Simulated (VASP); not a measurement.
Here is a VASP 6.6.1 calculation.

The input INCAR:

```
  ALGO = Fast
  EDIFF = 1E-7
  EDIFFG = -0.004
  ENCUT = 600
  GGA = PE
  IBRION = 2
  ISIF = 3
  ISMEAR = 0
  LASPH = T
  LCHARG = F
  LREAL = F
  LWAVE = F
  NELM = 100
  NSW = 80
  PREC = Accurate
  SIGMA = 0.02
```

KPOINTS

```
k-points
0
Gamma
  6 6 6
```

POSCAR

```
CsSnBr3
1.0
    5.8390056100      0.0000000000      0.0000000000
    0.0000000000      5.8390056100      0.0000000000
    0.0000000000      0.0000000000      5.8390056100
Cs Sn Br
1 1 3
Direct
    0.0000000000      0.0000000000      0.0000000000
    0.5000000000      0.5000000000      0.5000000000
    0.5000000000      0.0000000000      0.5000000000
    0.5000000000      0.5000000000      0.0000000000
    0.0000000000      0.5000000000      0.5000000000
```

Potentials or basis: VASP PAW PBE potentials, release 64 (Cs_sv, Sn_d, Br).

Command:

```sh
$ cat potpaw_PBE.64/Cs_sv/POTCAR potpaw_PBE.64/Sn_d/POTCAR potpaw_PBE.64/Br/POTCAR > POTCAR
$ mpirun -np 1 vasp_std > vasp.out
```

Task: Predict the relaxed volume.

Result: 41.02 Å³/atom.

Task: Estimate the relaxed cell.

Result: a = 5.898 Å, b = 5.898 Å, c = 5.898 Å, α = 90.00°, β = 90.00°, γ = 90.00°.

Task: Estimate the band gap on the k mesh.

Result: 0.65 eV, direct.

The path:
| step | energy change (eV) | largest force (eV/Å) | pressure (GPa) | volume (Å³) |
| --- | --- | --- | --- | --- |
| 1 | 0.0000 | 0.0000 | 0.62 | 199.07 |
| 2 | -0.0105 | 0.0000 | 0.15 | 203.52 |
| 3 | -0.0112 | 0.0000 | 0.00 | 205.12 |

Caveat: spin-orbit coupling is left out, which moves the levels of the heavy elements. A k mesh can miss the band edges.
